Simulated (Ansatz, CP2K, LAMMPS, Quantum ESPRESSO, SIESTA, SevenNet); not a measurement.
**Amorphous TiO2 at 3.44 g/cm³ (84 atoms): one relaxed cell, several methods**

Aim: relax amorphous TiO2 at 3.44 g/cm³ (84 atoms), then compare forces, pressure and levels from several programs at that geometry.

These are calculated values.

## 1. The cell

The cell holds 84 atoms (28 Ti and 56 O), with edges of 10.26, 10.26 and 10.26 Å. Recipe: 84 atoms (28 Ti, 56 O) placed at random at 3.44 g/cm³, melted at 5000 K for 10 ps at fixed volume with the Morse and Coulomb pair potential with partial charges (Pedone, Malavasi, Menziani, Cormack and Segre, J. Phys. Chem. B 110, 11780 (2006)). Quenched from 5000 K to 300 K at 50 K/ps and fixed volume, held 5 ps, then minimised at fixed cell. Then the atoms were relaxed with SevenNet 0 in the fixed cell. Then the atoms were relaxed with CP2K double zeta, PBE.

## 2. The relaxation

CP2K double zeta (DZVP-MOLOPT-SR, GTH-PBE potentials, 640 Ry; k-points Γ) took 9 geometry steps and reached its thresholds. It started from the geometry that SevenNet 0 had relaxed.

It took 16 min on 4 MPI ranks of Arm Neoverse V1, shared host; peak memory 3.4 GiB; 66 min of CPU time.

```
                                 before           after
      energy (meV/atom)               0            -1.7
Ti-O bonds under 2.64 Å  139 at 1.923 Å  139 at 1.923 Å
```

Atoms moved by 0.03 Å r.m.s. and 0.06 Å at most, with the common shift taken off.

## 3. Structure of the relaxed cell

Density 3.44 g/cm³, 12.84 Å³ an atom.

g(r), total and by pair (bins of 0.2 Å):

```
r (Å)  total   O-O  O-Ti  Ti-Ti
 1.70   0.70  0.00  1.58   0.00
 1.90   3.13  0.00  7.07   0.00
 2.10   0.63  0.00  1.43   0.00
 2.30   0.14  0.00  0.32   0.00
 2.50   0.33  0.69  0.04   0.00
 2.70   1.16  2.58  0.04   0.00
 2.90   1.48  3.07  0.23   0.12
 3.10   1.02  1.61  0.34   1.39
 3.30   0.81  0.93  0.23   2.71
 3.50   1.14  0.76  1.11   2.75
 3.70   1.03  0.50  1.35   1.87
 3.90   0.95  0.88  1.17   0.29
 4.10   1.04  0.65  1.60   0.32
 4.30   1.02  0.55  1.52   0.94
 4.50   1.10  0.47  1.73   1.04
 4.70   0.96  0.93  0.99   0.95
 4.90   0.99  1.10  0.88   0.96
```

Bonds by pair of elements; cutoffs follow the first minimum of g(r), held within bounds set by covalent radii, and pairs that aren't listed don't count as bonded:

```
pair A-B  cutoff (Å)  bonds  mean length (Å)  spread (Å)  shortest (Å)  B about A  A about B
    O-Ti        2.64    139             1.92        0.14          1.71       2.48       4.96
```

How many atoms have how many bonded neighbours:

```
element  mean   2   3  4   5  6
      O  2.48  31  23  2   0  0
     Ti  4.96   0   0  7  15  6
```

Bond angles (no mean is given where the spread exceeds 20°):

```
  angle  count  mean (°)  spread (°)
 O-Ti-O    282         -           -
Ti-O-Ti    112         -           -
```

Bond length by coordination (bonds to H left out):

```
element  coordination  atoms  mean bond length (Å)
      O             2     31                  1.83
      O             3     23                  1.99
      O             4      2                  2.07
     Ti             4      7                  1.83
     Ti             5     15                  1.92
     Ti             6      6                  2.00
```

Rings of the network by King's shortest-path rule, up to 12 atoms, one path for each pair of neighbours; H, halogens, alkali and alkaline-earth atoms are left out, and the last column divides by all other atoms, bonded or not:

```
ring size (atoms)  rings  per network atom
                4     17             0.202
                6     27             0.321
                8     59             0.702
               10     54             0.643
               12     10             0.119
```

First main peaks of g(r), for some of the pairs, lie near 2.8 Å (O-O), 1.9 Å (O-Ti) and 3.6 Å (Ti-Ti). Counting bonds as in the table, 55 % of O atoms have 2 and 54 % of Ti atoms have 5 bonded neighbours. Bonds at O atoms with 2 neighbours average 1.83 Å, against 1.99 Å at those with 3. Rings of 8 atoms are the most common (35 % of those counted); sizes run from 4 to 12, where the search stops.

## 4. The plane-wave reference

Quantum ESPRESSO 7.5: Kohn-Sham DFT, PBE, SSSP efficiency 1.3.0 pseudopotentials, plane waves. Its input for the relaxed cell:

```
&control
  calculation = 'scf'
  pseudo_dir = './pseudo'
  outdir = './tmp'
  disk_io = 'none'
  tprnfor = .true.
  tstress = .true.
/
&system
  ibrav = 0
  nat = 84
  ntyp = 2
  ecutwfc = 60
  ecutrho = 480
  nosym = .true.
  occupations = 'smearing'
  smearing = 'fd'
  degauss = 0.003675
/
&electrons
  conv_thr = 4.2e-07
  electron_maxstep = 100
  mixing_beta = 0.4
  mixing_mode = 'plain'
  diagonalization = 'david'
/
ATOMIC_SPECIES
Ti 47.867 Ti.upf
O 15.999 O.upf
CELL_PARAMETERS angstrom
10.25520 0.00000 0.00000
0.00000 10.25520 0.00000
0.00000 0.00000 10.25520
ATOMIC_POSITIONS crystal
Ti 0.33643 0.48844 0.51654
Ti 0.71227 0.06504 0.02742
Ti 0.71042 0.15648 0.34042
[... 79 atom lines left out ...]
O 0.10095 0.80615 0.42480
O 0.96803 0.07534 0.40123
K_POINTS gamma
```

Run time: 4.3 min. Hardware: 4 MPI ranks of Arm Neoverse V1, shared host; peak memory 3.7 GiB; 17 min of CPU time.

## 5. All levels at this geometry

CPU times are from a shared host and are rough.

```
          level                    basis or training data  k-points  own r.m.s. force (meV/Å)  difference from the reference (meV/Å)  pressure (GPa)  Kohn-Sham gap (eV)  CPU time  memory (GiB)
        QE, PBE   plane waves, SSSP efficiency, 60/480 Ry         Γ                        43                                      -            2.12                2.69    17 min           3.7
SIESTA DZP, PBE  DZP orbitals, shift 0.01 Ry, mesh 400 Ry         Γ                        63                                     74            2.25                2.51   5.1 min           1.9
     SevenNet 0        trained on PBE(+U) plane-wave data         -                       110                                    109            3.57                   -     8.7 s          0.91
```

The gap is the spacing of the highest filled and lowest empty Kohn-Sham level on the mesh; a dash marks partly filled levels, a spacing under 0.15 eV or a method without such levels.

## 6. Outcome

Relaxation in the fixed cell lowers the energy by 2 meV/atom at its own level and moves atoms by up to 0.06 Å. The reference finds an r.m.s. force of 43 meV/Å there and a pressure of 2.12 GPa, at a geometry that CP2K double zeta made. Forces differ from the reference's by 74 meV/Å (SIESTA DZP, PBE) and 109 meV/Å (SevenNet 0).

CP2K double zeta is at its own minimum here, so the reference's force is itself a measure of how the two differ. Pressures lie +1.5 GPa (SevenNet 0) and +0.1 GPa (SIESTA DZP, PBE) from the reference's. The highest filled and lowest empty levels lie 2.69 eV apart in the reference, against 2.51 eV in SIESTA DZP, PBE. Counting bonds as in the table, 55 % of O atoms have 2 and 54 % of Ti atoms have 5 bonded neighbours. Rings of 8 atoms are the most common (35 % of those counted); sizes run from 4 to 12, where the search stops.

Caveats: The density was set by the recipe and held. One sample of a disordered cell; defect or tail levels can set the gap. Gaps are read on the mesh, which holds the band edges only if they fold onto it, and semilocal functionals tend to put them under measured ones. The quench rate of 50 K/ps is many orders above laboratory rates, so the cell is likely richer in defects and strain than a real sample. The reference samples only Γ, in a cell whose shortest periodic width is 10 Å. The plane-wave runs aren't exact: their cutoffs and mesh weren't converged further here. SIESTA's automatically made basis is far from complete, and its potentials were converted by us (checked for H, C, O, Si, Ge and Ca alone). Where levels are smeared, the DFT runs use Fermi–Dirac occupations at 580 K (0.05 eV), and energies are free energies.

[Logs are printed without paths, hosts, clocks, repeated set-up lines and the standing remarks that a program may print on its own settings, such as how far it seeks lower states.]

[Hosts, paths, dates, database ids (printed as entryN), source tags and the programs' standing remarks are cut or masked in the printed files.]
